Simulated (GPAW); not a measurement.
# ZrC (Fm-3m) in GPAW: single point with PBE

Aim: the single point of ZrC with PBE.

Program: GPAW 26.7.0. These are calculated values, not measurements. Logs are shortened: lines on timing, memory, paths and dates and some standing lists are left out, and cuts for length are marked. The log counts tension as positive stress, the text compression.

## Step 1: The crystal as given

The structure is cubic, space group Fm-3m (No. 225). The conventional cell has a = 4.730 Å, b = 4.730 Å, c = 4.730 Å, α = 90.00°, β = 90.00°, γ = 90.00°. Zr (site symmetry m-3m) is surrounded by 6 C at 2.37 Å. C (site symmetry m-3m) has 6 Zr at 2.37 Å as nearest neighbours.

## Step 2: Single point, PBE

The input, run.py:

```python
from ase.dft.bandgap import bandgap
from ase.io import read, write
from ase.units import GPa
from gpaw import GPAW, PW

atoms = read('ZrC.xyz')

calc = GPAW(mode=PW(800),
            xc='PBE',
            kpts={'size': (7, 7, 7), 'gamma': True},
            occupations={'name': 'fermi-dirac', 'width': 0.05},
            nbands=18,
            convergence={'density': 1e-05, 'energy': 1e-05},
            maxiter=100,
            txt='gpaw.txt')
atoms.calc = calc
energy = atoms.get_potential_energy()
forces = atoms.get_forces()
stress = atoms.get_stress()
calc.write('gs.gpw')
write('result.traj', atoms)
print(f'Energy: {energy:.6f} eV')
print('Forces (eV/A):')
print(forces.round(4))
print('Stress (GPa):', (stress / GPa).round(3))
print('Fermi level:', round(calc.get_fermi_level(), 4), 'eV')
print(f'Gap: {bandgap(calc)[0]:.4f} eV, direct: {bandgap(calc, direct=True)[0]:.4f} eV')
```

The input, ZrC.xyz:

```xyz
2
Lattice="0.0000000000 2.3650000000 2.3650000000 2.3650000000 0.0000000000 2.3650000000 2.3650000000 2.3650000000 0.0000000000" Properties=species:S:1:pos:R:3 pbc="T T T"
Zr     2.3650000000      2.3650000000      2.3650000000
C      0.0000000000      0.0000000000      0.0000000000
```

Potentials or basis: GPAW PAW data sets (gpaw-data 1.2.1), pw.

The run is started by

```sh
OMP_NUM_THREADS=1 python run.py
```

gpaw.txt:

```text
__  _  _
 | _ |_)|_||  |
 |__||  | ||/\| - 26.7.0

Input parameters:
  mode=PW(ecut=800.0),
  convergence={'density': 1e-05, 'energy': 1e-05},
  kpts=MonkhorstPack(size=(7, 7, 7), gamma=True),
  maxiter=100,
  nbands=18,
  occupations=Occupations(name='fermi-dirac', width=0.05),
  xc=XC(name='PBE')

Diagonalizing LCAO Hamiltonian
Converting LCAO to pw mode

               Zr

       C

Atoms  # Å, Bohr magnetons
|   | symbol |        x |        y |        z |    initial magnetic moments |
|---|--------|----------|----------|----------|-----------------------------|
| 0 |     Zr | 2.365000 | 2.365000 | 2.365000 | ( 0.0000,  0.0000,  0.0000) |
| 1 |      C | 0.000000 | 0.000000 | 0.000000 | ( 0.0000,  0.0000,  0.0000) |

Unit cell  # Å
| periodic |        x |        y |        z |  lengths |    angles |
|----------|----------|----------|----------|----------|-----------|
|      yes | 0.000000 | 2.365000 | 2.365000 | 3.344615 | 60.000000 |
|      yes | 2.365000 | 0.000000 | 2.365000 | 3.344615 | 60.000000 |
|      yes | 2.365000 | 2.365000 | 0.000000 | 3.344615 | 60.000000 |

Number of symmetries: 48
Symmetry operations  # r_c * U_cc + t_c -> r_c
|    | kind |            matrix            |
|----|------|------------------------------|
|  0 |  σ   |  1, 0, 0,  1, 0,-1,  1,-1, 0 |
|  1 |  C2  |  1, 0, 0,  1,-1, 0,  1, 0,-1 |
|  2 |  E   |  1, 0, 0,  0, 1, 0,  0, 0, 1 |
|  3 |  σ   |  1, 0, 0,  0, 0, 1,  0, 1, 0 |
|  4 |  C4  |  1, 0,-1,  1, 0, 0,  1,-1, 0 |
|  5 |  S6  |  1, 0,-1,  1,-1, 0,  1, 0, 0 |
|  6 |  σ   |  1, 0,-1,  0, 1,-1,  0, 0,-1 |
|  7 |  C3  |  1, 0,-1,  0, 0,-1,  0, 1,-1 |
|  8 |  S6  |  1,-1, 0,  1, 0, 0,  1, 0,-1 |
|  9 |  C4  |  1,-1, 0,  1, 0,-1,  1, 0, 0 |
| 10 |  C3  |  1,-1, 0,  0,-1, 1,  0,-1, 0 |
| 11 |  σ   |  1,-1, 0,  0,-1, 0,  0,-1, 1 |
| 12 |  σ   |  0, 1, 0,  1, 0, 0,  0, 0, 1 |
| 13 |  C4  |  0, 1, 0,  0, 1,-1, -1, 1, 0 |
| 14 |  C3  |  0, 1, 0,  0, 0, 1,  1, 0, 0 |
| 15 |  S6  |  0, 1, 0, -1, 1, 0,  0, 1,-1 |
| 16 |  C2  |  0, 1,-1,  1, 0,-1,  0, 0,-1 |
| 17 |  σ   |  0, 1,-1,  0, 1, 0, -1, 1, 0 |
| 18 |  S4  |  0, 1,-1,  0, 0,-1,  1, 0,-1 |
| 19 |  C4  |  0, 1,-1, -1, 1, 0,  0, 1, 0 |
| 20 |  C3  |  0, 0, 1,  1, 0, 0,  0, 1, 0 |
| 21 |  σ   |  0, 0, 1,  0, 1, 0,  1, 0, 0 |
| 22 |  S6  |  0, 0, 1,  0,-1, 1, -1, 0, 1 |
| 23 |  C4  |  0, 0, 1, -1, 0, 1,  0,-1, 1 |
| 24 |  S4  |  0, 0,-1,  1, 0,-1,  0, 1,-1 |
| 25 |  C3  |  0, 0,-1,  0, 1,-1,  1, 0,-1 |
| 26 |  C2  |  0, 0,-1,  0,-1, 0, -1, 0, 0 |
| 27 |  S6  |  0, 0,-1, -1, 0, 0,  0,-1, 0 |
| 28 |  S4  |  0,-1, 1,  1,-1, 0,  0,-1, 0 |
| 29 |  C4  |  0,-1, 1,  0, 0, 1, -1, 0, 1 |
| 30 |  C2  |  0,-1, 1,  0,-1, 0,  1,-1, 0 |
| 31 |  σ   |  0,-1, 1, -1, 0, 1,  0, 0, 1 |
| 32 |  C3  |  0,-1, 0,  1,-1, 0,  0,-1, 1 |
| 33 |  S6  |  0,-1, 0,  0, 0,-1, -1, 0, 0 |
| 34 |  S4  |  0,-1, 0,  0,-1, 1,  1,-1, 0 |
| 35 |  C2  |  0,-1, 0, -1, 0, 0,  0, 0,-1 |
| 36 |  C2  | -1, 1, 0,  0, 1, 0,  0, 1,-1 |
| 37 |  S6  | -1, 1, 0,  0, 1,-1,  0, 1, 0 |
| 38 |  S4  | -1, 1, 0, -1, 0, 1, -1, 0, 0 |
| 39 |  C3  | -1, 1, 0, -1, 0, 0, -1, 0, 1 |
| 40 |  S6  | -1, 0, 1,  0, 0, 1,  0,-1, 1 |
| 41 |  C2  | -1, 0, 1,  0,-1, 1,  0, 0, 1 |
| 42 |  C3  | -1, 0, 1, -1, 1, 0, -1, 0, 0 |
| 43 |  S4  | -1, 0, 1, -1, 0, 0, -1, 1, 0 |
| 44 |  C2  | -1, 0, 0,  0, 0,-1,  0,-1, 0 |
| 45 |  i   | -1, 0, 0,  0,-1, 0,  0, 0,-1 |
| 46 |  σ   | -1, 0, 0, -1, 1, 0, -1, 0, 1 |
| 47 |  C2  | -1, 0, 0, -1, 0, 1, -1, 1, 0 |

[... 67 lines left out ...]
    |   4d |  2.000 |      -3.600 |    1.244 |
    |    d |        |      23.611 |    1.244 |

    Using partial waves for Zr as LCAO basis

  C:
    name:    Carbon
    Z:       6.0
    valence: 4
    core:    2
    charge:  0.0  # [|e|]
    compensation charges:
      type: gauss
      rc: 0.20  # [Å]
      lmax: 2
    cutoffs:
      filter: 1.14  # [Å]
      core: 1.14  # [Å]
    projectors
    | kind |    occ | energy [eV] | rcut [Å] |
    |------|--------|-------------|----------|
    |   2s |  2.000 |     -13.751 |    0.635 |
    |   2p |  2.000 |      -5.284 |    0.635 |
    |    s |        |      13.461 |    0.635 |
    |    p |        |      21.927 |    0.635 |
    |    d |        |       0.000 |    0.635 |

    Using partial waves for C as LCAO basis

Reference energy: -98921.199351  # eV

eigensolver:
  PPCG
  Converge bands: occupied
  niter=2

density mixing:
  MSR1-Mixer
  Pratt-step length: 0.05
  Maximum mixing coefficient: 0.75
  Old densities: 10
  SVD Regularization: 0.005
  Good broyden scale: 1.0
  Trust region scale: 1.0
  Backstep threshold: 4.0
  History deletion threshold: 6.0
  Fourier metric: weight=20.0, sigma=0.015

occupation numbers:
  Fermi-Dirac:
    width: 0.0500  # eV

poisson solver:
  ecut: 6400.0  # eV

xc functional:
  name: PBE with 2 nearest neighbor stencil

convergence criteria:
- Maximum integral of absolute [dens]ity change: 1e-05 electrons / valence electron
- Maximum [total energy] change in last 3 cyles: 1e-05 eV / valence electron
- Maximum integral of absolute [eigenst]ate change: 4e-08 eV^2 / valence electron
maximum number of iterations: 100

SCF iterations
|iter     | |      energy | eigst |  dens |
|---------|-|-------------|-------|-------|
|iter:   1| |  -20.214686 | -0.07 |       |
|iter:   2| |  -19.603261 | -1.76 | -0.80 |
|iter:   3| |  -18.377228 | -1.14 | -0.88 |
|iter:   4| |  -18.383832 | -3.08 | -1.60 |
|iter:   5| |  -18.390487 | -3.06 | -1.79 |
|iter:   6| |  -18.390398 | -4.85 | -3.00 |
|iter:   7| |  -18.390396c| -6.29 | -3.67 |
|iter:   8| |  -18.390396c| -7.20 | -4.06 |
|iter:   9| |  -18.390396c| -8.42c| -5.31c|

Converged in 9 steps
Energy contributions relative to reference atoms: (reference = -98921.199351)

Energy contributions:
  Kinetic:          11.126702
  Coulomb:         -13.646720
  Zero:              0.351997
  External:          0.000000
  Xc:              -16.220382
  Entropy:          -0.003986
  Spinorbit:         0.000000
  ----------------------------
  Free energy:     -18.392389
  Extrapolated:    -18.390396

dipole moment: (-9.411020, -9.411020, -9.411020)  # |e|*Ang

Fermi level: 10.179
Eigenvalues  # (at kpt = [0.000, 0.000, 0.000])
| band index |      eig [eV] | occ [0-2] |
|------------|---------------|-----------|
|          0 |       -37.950 |     2.000 |
|          1 |       -15.683 |     2.000 |
|          2 |       -15.683 |     2.000 |
|          3 |       -15.683 |     2.000 |
|          4 |        -1.008 |     2.000 |
|          5 |        11.166 |     0.000 |
|          6 |        11.166 |     0.000 |
|          7 |        11.166 |     0.000 |
|          8 |        11.319 |     0.000 |
|          9 |        11.319 |     0.000 |
|         10 |        11.319 |     0.000 |
|         11 |        12.990 |     0.000 |
|         12 |        12.990 |     0.000 |
|        ... |               |           |
|         17 |        32.262 |     0.000 |

No gap
No difference between direct/indirect transitions

Forces  # eV/Ang
|       x |       y |        z |
|---------|---------|----------|
| 0.00000 | 0.00000 | -0.00000 |  # Zr   0
| 0.00000 | 0.00000 |  0.00000 |  # C    1

Stress tensor  # eV/Ang^3
|         x |         y |         z |
|-----------|-----------|-----------|
|  0.024043 |  0.000000 | -0.000000 |
|  0.000000 |  0.024043 | -0.000000 |
| -0.000000 | -0.000000 |  0.024043 |

# Writing to gs.gpw (mode='')
```

It took 13 s on 1 thread of Arm Neoverse V1, shared host; peak memory 0.16 GiB.

Results:

```yaml
Free_energy: -18.3924 eV
Pressure: -3.9 GPa
Band_gap_on_the_k_mesh: none (metal or under the smearing width)
```

Levels at points of the mesh, in eV from the Fermi level:
```tsv
k point	band 4	band 5	band 6	band 7	band 8	band 9	band 10	band 11	band 12	band 13
(0.00, 0.00, 0.00)	-25.86	-11.19	0.99	0.99	0.99	1.14	1.14	1.14	2.81	2.81
```
